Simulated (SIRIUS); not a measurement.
Set up this calculation in SIRIUS 7.12.0, as the native input.

* Task: single point
* Functional: PBEsol
* Potentials or basis: PseudoDojo 0.4.1 PBEsol standard (scalar relativistic)
* Cutoff: 1202 eV
* Density cutoff: 4809 eV
* k mesh: 12 × 12 × 12
* Occupations: fermi-dirac, width 0.05 eV
* Spin: no spin polarisation
* Libxc names: ["XC_GGA_X_PBE_SOL", "XC_GGA_C_PBE_SOL"]
* Energy tol: 1e-08 Ha
* Density tol: 1e-06
* Mixer: anderson
* Mixing beta: 0.7
* Max scf: 100
* Radial cutoff for the potentials' integrals: 6.5 bohr

The system is Rh.

```
Rh
1.0
     0.00000    1.89785    1.89785
     1.89785    0.00000    1.89785
     1.89785    1.89785    0.00000
Rh
1
Direct
  0.00000 0.00000 0.00000
```

One way to write it, as run:

sirius.json

```json
{
  "control": {
    "processing_unit": "cpu",
    "verbosity": 2,
    "num_bands_to_print": 16,
    "print_forces": true,
    "print_stress": true
  },
  "parameters": {
    "electronic_structure_method": "pseudopotential",
    "xc_functionals": ["XC_GGA_X_PBE_SOL", "XC_GGA_C_PBE_SOL"],
    "gk_cutoff": 9.4,
    "pw_cutoff": 18.8,
    "ngridk": [12, 12, 12],
    "shiftk": [0, 0, 0],
    "smearing": "fermi_dirac",
    "smearing_width": 0.0018374661,
    "num_bands": 16,
    "num_mag_dims": 0,
    "num_dft_iter": 100,
    "energy_tol": 1e-08,
    "density_tol": 1e-06
  },
  "iterative_solver": {
    "type": "davidson",
    "min_tolerance": 1e-10
  },
  "mixer": {
    "type": "anderson",
    "beta": 0.7,
    "max_history": 8
  },
  "settings": {
    "tol_ne": 1e-10,
    "pseudo_grid_cutoff": 6.5
  },
  "unit_cell": {
    "lattice_vectors": [
      [0.0, 3.586416725621, 3.586416725621],
      [3.586416725621, 0.0, 3.586416725621],
      [3.586416725621, 3.586416725621, 0.0]
    ],
    "atom_coordinate_units": "lattice",
    "atom_types": ["Rh"],
    "atom_files": {
      "Rh": "Rh.json"
    },
    "atoms": {
      "Rh": [
        [0.0, 0.0, 0.0]
      ]
    }
  }
}
```

Potentials or basis: PseudoDojo 0.4.1 PBEsol standard (scalar relativistic).

Launch:

```bash
$ upf_to_json Rh.upf
$ OMP_NUM_THREADS=1 sirius.scf --input=sirius.json --output=out.json --task=0
```

Results of the run:

| Quantity | Value |
| --- | --- |
| Pressure | -3.4 GPa |
| Band gap on the k mesh | none (metal or under the smearing width) |

It took 35 s on 1 thread of AMD EPYC 7R43 64-Core Processor (Zen 3), with other jobs on the host, peak memory 0.2 GiB.
